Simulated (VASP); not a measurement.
# MnO (P6_3mc) in VASP: single point with r2SCAN

Aim: the single point of MnO with r2SCAN.

Program: VASP 6.6.1. These are calculated values, not measurements. Logs are shortened: lines on timing, memory, paths and dates and some standing lists are left out, and cuts for length are marked.

## Step 1: Starting point

It takes space group P6_3mc (No. 186, hexagonal). Conventional cell: a = 3.347 Å, b = 3.347 Å, c = 5.466 Å, α = 90.00°, β = 90.00°, γ = 120.00°. Mn (site symmetry 3m) is surrounded by 4 O at 2.05 Å. O (site symmetry 3m) has 4 Mn at 2.05 Å as nearest neighbours.

The cell was built by a generator and needn't be a form met in nature.

## Step 2: Single point, r2SCAN, collinear spin, typed start

POSCAR reads:

```
MnO
1.0
    3.3469290000      0.0000000000      0.0000000000
   -1.6734650000      2.8985260000      0.0000000000
    0.0000000000      0.0000000000      5.4655120000
Mn O
2 2
Direct
    0.0000000000      0.0000000000      0.0000000000
    0.3333333300      0.6666666700      0.5000000000
    0.0000000000      0.0000000000      0.3750000000
    0.3333333300      0.6666666700      0.8750000000
```

INCAR.step1 reads:

```
SYSTEM = MnO
ALGO = Normal ; EDIFF = 1E-4
ENCUT = 520 ; GGA = PE
ISMEAR = 0 ; ISPIN = 2
LASPH = .True. ; LCHARG = .False.
LMAXMIX = 4 ; LREAL = .False.
LWAVE = .True. ; MAGMOM = 4 4 0 0
NBANDS = 31 ; NELM = 150
PREC = Accurate ; SIGMA = 0.1
```

INCAR.step2 reads:

```
SYSTEM = MnO
ALGO = Normal ; EDIFF = 1E-7
ENCUT = 520 ; ISIF = 2
ISMEAR = 0 ; ISPIN = 2
ISTART = 1 ; LASPH = .True.
LCHARG = .False. ; LMAXMIX = 4
LMIXTAU = .True. ; LORBIT = 11
LREAL = .False. ; LWAVE = .False.
MAGMOM = 4 4 0 0 ; METAGGA = R2SCAN
NBANDS = 31 ; NELM = 150
PREC = Accurate ; SIGMA = 0.1
```

KPOINTS reads:

```
k-points
0
Gamma
  6 6 4
  0 0 0
```

Potentials or basis: VASP PAW PBE potentials, release 64 (Mn_pv, O).

Run with:

```
$ cat potpaw_PBE.64/Mn_pv/POTCAR potpaw_PBE.64/O/POTCAR > POTCAR
$ cp INCAR.step1 INCAR
$ mpirun -np 1 vasp_std > vasp.out
$ cp INCAR.step2 INCAR
$ mpirun -np 1 vasp_std > vasp.out
```

OUTCAR:

```text
SYSTEM = MnO
   EDIFF = 1E-7
   ENCUT = 520
   ISIF = 2
   ISMEAR = 0
   ISPIN = 2
   ISTART = 1
   LASPH = .True.
   LORBIT = 11
   LREAL = .False.
   METAGGA = R2SCAN
   NELM = 150
   PREC = Accurate

 ion  position               nearest neighbor table
   1  0.000  0.000  0.000-   3 2.05   4 2.05   4 2.05   4 2.05
   2  0.333  0.667  0.500-   4 2.05   3 2.05   3 2.05   3 2.05
   3  0.000  0.000  0.375-   1 2.05   2 2.05   2 2.05   2 2.05
   4  0.333  0.667  0.875-   2 2.05   1 2.05   1 2.05   1 2.05

  LATTYP: Found a hexagonal cell.
 ALAT       =     3.3469290000
 C/A-ratio  =     1.6329931110

  Lattice vectors:

 A1 = (   3.3469290000,   0.0000000000,   0.0000000000)
 A2 = (  -1.6734650000,   2.8985260000,   0.0000000000)
 A3 = (   0.0000000000,   0.0000000000,   5.4655120000)

Analysis of symmetry for initial positions (statically):
=====================================================================
 Subroutine PRICEL returns:
 Original cell was already a primitive cell.

 Routine SETGRP: Setting up the symmetry group for a
 hexagonal supercell.

 Subroutine GETGRP returns: Found 12 space group operations
 (whereof  6 operations were pure point group operations)
 out of a pool of 24 trial point group operations.

The static configuration has the point symmetry C_3v.
 The point group associated with its full space group is C_6v.

Analysis of symmetry for dynamics (positions and initial velocities):
=====================================================================
 Subroutine PRICEL returns:
 Original cell was already a primitive cell.

 Routine SETGRP: Setting up the symmetry group for a
 hexagonal supercell.

 Subroutine GETGRP returns: Found 12 space group operations
 (whereof  6 operations were pure point group operations)
 out of a pool of 24 trial point group operations.

The dynamic configuration has the point symmetry C_3v.
 The point group associated with its full space group is C_6v.

Analysis of structural, dynamic, and magnetic symmetry:
=====================================================================
 Subroutine PRICEL returns:
 Original cell was already a primitive cell.

 Routine SETGRP: Setting up the symmetry group for a
 hexagonal supercell.

 Subroutine GETGRP returns: Found 12 space group operations
 (whereof  6 operations were pure point group operations)
 out of a pool of 24 trial point group operations.

The overall configuration has the point symmetry C_3v.
 The point group associated with its full space group is C_6v.

 Subroutine INISYM returns: Found 12 space group operations
 (whereof  6 operations are pure point group operations),
 and found     1 'primitive' translations

----------------------------------------------------------------------------------------

                                     Primitive cell

  volume of cell :      53.0218

  direct lattice vectors                    reciprocal lattice vectors
     3.346929000  0.000000000  0.000000000     0.298781360  0.172501523  0.000000000
    -1.673465000  2.898526000  0.000000000     0.000000000  0.345002943  0.000000000
     0.000000000  0.000000000  5.465512000     0.000000000  0.000000000  0.182965475

  length of vectors
     3.346929000  3.346929650  5.465512000     0.345003010  0.345002943  0.182965475

  position of ions in fractional coordinates (direct lattice)
     0.000000000  0.000000000  0.000000000
     0.333333330  0.666666670  0.500000000
     0.000000000  0.000000000  0.375000000
     0.333333330  0.666666670  0.875000000

  ion indices of the primitive-cell ions
   primitive index   ion index
                 1           1
                 2           2
                 3           3
                 4           4

----------------------------------------------------------------------------------------

 KPOINTS: k-points

Automatic generation of k-mesh.
 Grid dimensions read from file:
 generate k-points for:    6    6    4

 Generating k-lattice:

  Cartesian coordinates                     Fractional coordinates (reciprocal lattice)
     0.049796893  0.028750254  0.000000000     0.166666667  0.000000000  0.000000000
     0.000000000  0.057500490  0.000000000     0.000000000  0.166666667  0.000000000
     0.000000000  0.000000000  0.045741369     0.000000000  0.000000000  0.250000000

  Length of vectors
     0.057500502  0.057500490  0.045741369

  Shift w.r.t. Gamma in fractional coordinates (k-lattice)
     0.000000000  0.000000000  0.000000000

 Subroutine IBZKPT returns following result:
 ===========================================

 Found     21 irreducible k-points:

 Following reciprocal coordinates:
            Coordinates               Weight
  0.000000  0.000000  0.000000      1.000000
  0.166667 -0.000000  0.000000      6.000000
  0.333333  0.000000  0.000000      6.000000
  0.500000  0.000000  0.000000      3.000000
  0.166667  0.166667  0.000000      6.000000
  0.333333  0.166667  0.000000     12.000000
[... 13 lines left out ...]
  0.333333  0.166667  0.500000     12.000000
  0.333333  0.333333  0.500000      2.000000
   k-points           NKPTS =     21   k-points in BZ     NKDIM =     21   number of bands    NBANDS=     31
   number of dos      NEDOS =    301   number of ions     NIONS =      4
   total plane-waves  NPLWV =  32928
   dimension x,y,z NGX =    28 NGY =   28 NGZ =   42
   dimension x,y,z NGXF=    56 NGYF=   56 NGZF=   84
   ions per type =               2   2
   NGX,Y,Z   is equivalent  to a cutoff of  13.91, 13.91, 12.78 a.u.
   NGXF,Y,Z  is equivalent  to a cutoff of  27.82, 27.82, 25.55 a.u.
 SYSTEM =  MnO
   PREC   = accura    normal or accurate (medium, high low for compatibility)
   ISTART =      1    job   : 0-new  1-cont  2-samecut
   ICHARG =      0    charge: 1-file 2-atom 10-const
   ISPIN  =      2    spin polarized calculation?
   LNONCOLLINEAR =      F non collinear calculations
   LSORBIT =      F    spin-orbit coupling
   LASPH  =      T    aspherical Exc in radial PAW
   ENCUT  =  520.0 eV  38.22 Ry    6.18 a.u.   6.22  6.22 10.16*2*pi/ulx,y,z
   NELM   =    150;   NELMIN=  2; NELMDL=  0     # of ELM steps
   EDIFF  = 0.1E-06   stopping-criterion for ELM
   LREAL  =      F    real-space projection
   EDIFFG = 0.1E-05   stopping-criterion for IOM
   NSW    =      0    number of steps for IOM
   IBRION =     -1    ionic relax: 0-MD 1-quasi-New 2-CG
   NFREE  =      0    steps in history (QN), initial steepest desc. (CG)
   ISIF   =      2    stress and relaxation
   ISYM   =      2    0-nonsym 1-usesym 2-fastsym
   POTIM  = 0.5000    time-step for ionic-motion
   TEBEG  =    0.0;   TEEND  =   0.0 temperature during run
   PSTRESS=    0.0 pullay stress
   NELECT =      38.0000    total number of electrons
   NUPDOWN=      -1.0000    fix difference up-down
   EMIN   =  10.00;   EMAX   =-10.00  energy-range for DOS
   EFERMI =   0.00;   METHOD = LEGACY
   ISMEAR =     0;   SIGMA  =   0.10  broadening in eV -4-tet -1-fermi 0-gaus
   EFERMI_NEDOS =   21; number of points for ismear=-14 and -15
   IALGO  =     38    algorithm
   IMIX   =      4    mixing-type and parameters
     AMIX     =   0.40;   BMIX     =  1.00
     AMIX_MAG =   1.60;   BMIX_MAG =  1.00
  volume/ion in A,a.u.               =      13.26        89.45
  Fermi-wavevector in a.u.,A,eV,Ry     =   1.465046  2.768535 29.202987  2.146359
  Thomas-Fermi vector in A             =   2.580949
   LORBIT       =     11    0 simple, 1 ext, 2 COOP (PROOUT), +10 PAW based schemes
   METAGGA = R2SCAN    functional components
   LHFCALC =     F    Hartree Fock is set to
   AEXX    =    0.0000 exact exchange contribution
   IVDW    =     0    specifies the selected vdW correction
   LEPSILON=     F    determine dielectric tensor
   LRPA    =     F    only Hartree local field effects (RPA)
 spin polarized calculation
 Gauss-broadening in eV      SIGMA  =   0.10
  energy-cutoff  :      520.00
  volume of cell :       53.02
 maximum number of plane-waves:      1448
 NGX is ok and might be reduce to    28
   NGX = 13   NGY = 13   NGZ = 21

 number of electron      37.9999980 magnetization      10.0000026

 number of electron      37.9999980 magnetization       9.9999993

 Free energy of the ion-electron system (eV)
  ---------------------------------------------------
  ext. energy  EPLUGINS =         0.00000000
  ---------------------------------------------------
  free energy    TOTEN  =       -48.81353447 eV

  energy without entropy =      -48.81298420  energy(sigma->0) =      -48.81325933

 E-fermi :   5.5691     XC(G=0): -11.2191

 val. band max:        5.5602934292   @ k =   0.0000   0.0000   0.0000
 cond. band min:       5.7428251915   @ k =   0.0000   0.0000   0.2500
 fundamental gap:      0.1825317623
 Fermi energy:         5.5690575848

 spin component 1

 k-point     1 :       0.0000    0.0000    0.0000
  band No.  band energies     occupation
      1     -47.0768      1.00000
      2     -47.0525      1.00000
      3     -47.0524      1.00000
      4     -47.0476      1.00000
      5     -47.0475      1.00000
      6     -47.0445      1.00000
[... 23 lines left out ...]
     30      18.3246      0.00000
     31      19.1580      0.00000

 k-point     2 :       0.1667   -0.0000    0.0000
  band No.  band energies     occupation
      1     -47.0744      1.00000
      2     -47.0584      1.00000
      3     -47.0542      1.00000
      4     -47.0540      1.00000
      5     -47.0487      1.00000
      6     -47.0457      1.00000
[... 23 lines left out ...]
     30      17.8570      0.00000
     31      18.6641      0.00000

 k-point     3 :       0.3333    0.0000    0.0000
  band No.  band energies     occupation
      1     -47.0725      1.00000
      2     -47.0672      1.00000
      3     -47.0658      1.00000
      4     -47.0578      1.00000
      5     -47.0512      1.00000
      6     -47.0492      1.00000
[... 601 lines left out ...]
     30      15.0867      0.00000
     31      18.2625      0.00000

 k-point    21 :       0.3333    0.3333    0.5000
  band No.  band energies     occupation
      1     -47.0751      1.00000
      2     -47.0749      1.00000
      3     -47.0653      1.00000
      4     -47.0651      1.00000
      5     -47.0523      1.00000
      6     -47.0521      1.00000
[... 23 lines left out ...]
     30      13.6188      0.00000
     31      18.9149      0.00000
 Fermi energy:         5.5690575848

 spin component 2

 k-point     1 :       0.0000    0.0000    0.0000
  band No.  band energies     occupation
      1     -40.8121      1.00000
      2     -40.7745      1.00000
      3     -40.7744      1.00000
      4     -40.7671      1.00000
      5     -40.7670      1.00000
      6     -40.7622      1.00000
[... 23 lines left out ...]
     30      20.0300      0.00000
     31      20.9394      0.00000

 k-point     2 :       0.1667   -0.0000    0.0000
  band No.  band energies     occupation
      1     -40.8087      1.00000
      2     -40.7832      1.00000
      3     -40.7771      1.00000
      4     -40.7770      1.00000
      5     -40.7688      1.00000
      6     -40.7640      1.00000
[... 23 lines left out ...]
     30      19.6176      0.00000
     31      20.7381      0.00000

 k-point     3 :       0.3333    0.0000    0.0000
  band No.  band energies     occupation
      1     -40.8070      1.00000
      2     -40.7975      1.00000
      3     -40.7935      1.00000
      4     -40.7823      1.00000
      5     -40.7725      1.00000
      6     -40.7691      1.00000
[... 601 lines left out ...]
     30      17.3148      0.00000
     31      19.7718      0.00000

 k-point    21 :       0.3333    0.3333    0.5000
  band No.  band energies     occupation
      1     -40.8113      1.00000
      2     -40.8101      1.00000
      3     -40.7932      1.00000
      4     -40.7920      1.00000
      5     -40.7745      1.00000
      6     -40.7732      1.00000
[... 23 lines left out ...]
     30      15.9948      0.00000
     31      20.1940      0.00000

------------------------ aborting loop because EDIFF is reached ----------------------------------------

  FORCE on cell =-STRESS in cart. coord.  units (eV):
  Direction    XX          YY          ZZ          XY          YZ          ZX
  --------------------------------------------------------------------------------------
  -------------------------------------------------------------------------------------
  Total        1.3761998      1.3762002      0.8178468     -0.0000002     -0.0000000      0.0000000
  in kB       41.5850770     41.5850903     24.7131432     -0.0000072     -0.0000000      0.0000000
  external PRESSURE =      35.9611035 kB  Pullay stress =       0.0000000 kB

 VOLUME and BASIS-vectors are now :
 -----------------------------------------------------------------------------
  energy-cutoff  :      520.00
  volume of cell :       53.02
      direct lattice vectors                 reciprocal lattice vectors
     3.346929000  0.000000000  0.000000000     0.298781360  0.172501523  0.000000000
    -1.673465000  2.898526000  0.000000000     0.000000000  0.345002943  0.000000000
     0.000000000  0.000000000  5.465512000     0.000000000  0.000000000  0.182965475

 POSITION                                       TOTAL-FORCE (eV/Angst)
 -----------------------------------------------------------------------------------
      0.00000      0.00000      0.00000         0.000000     -0.000000     -0.042309
     -0.00000      1.93235      2.73276        -0.000000     -0.000000     -0.042309
      0.00000      0.00000      2.04957         0.000000     -0.000000      0.042309
     -0.00000      1.93235      4.78232        -0.000000      0.000000      0.042309
 -----------------------------------------------------------------------------------
    total drift:                                0.000032     -0.000019      0.028359

  FREE ENERGIE OF THE ION-ELECTRON SYSTEM (eV)
  ---------------------------------------------------
  free  energy   TOTEN  =       -48.8135344666 eV

  energy  without entropy=      -48.8129841987  energy(sigma->0) =      -48.81325933

 total charge

# of ion       s       p       d       tot
------------------------------------------
    1        0.245   6.222   4.949  11.417
    2        0.245   6.222   4.949  11.417
    3        1.556   3.497   0.000   5.053
    4        1.556   3.497   0.000   5.053
--------------------------------------------------
tot          3.603  19.439   9.898  32.940

 magnetization (x)

# of ion       s       p       d       tot
------------------------------------------
    1        0.031   0.057   4.399   4.487
    2        0.031   0.057   4.399   4.487
    3        0.021   0.170   0.000   0.191
    4        0.021   0.170   0.000   0.191
--------------------------------------------------
tot          0.104   0.454   8.798   9.356
```

Run time: 3.8 min. Hardware: 1 thread of Intel Xeon Platinum 8375C at 2.90GHz (Ice Lake), shared host; peak memory 0.24 GiB.

Results:

| Quantity | Value |
| --- | --- |
| Free energy | -48.8135 eV |
| Pressure | 3.6 GPa |
| Largest force | 0.042 eV/Å |
| Band gap on the k mesh | none (metal or under the smearing width) |
| Net moment | 10.00 μB per cell |
| Site moments | Mn +4.49; O +0.19 μB |
| Valence electrons inside the program's atomic spheres | Mn 11.42; O 5.05 |

Forces on the atoms (eV/Å):
```
Mn   0.000  0.000 -0.042
Mn   0.000  0.000 -0.042
O    0.000  0.000  0.042
O    0.000  0.000  0.042
```

Caveat: the k mesh is coarse (spacing up to 0.36 Å⁻¹), so the values aren't converged; the PAW data sets were made with another functional, which shifts forces and pressure a little; semilocal functionals often make such compounds metallic where correlation or magnetic order opens a gap, which also shifts bond lengths.
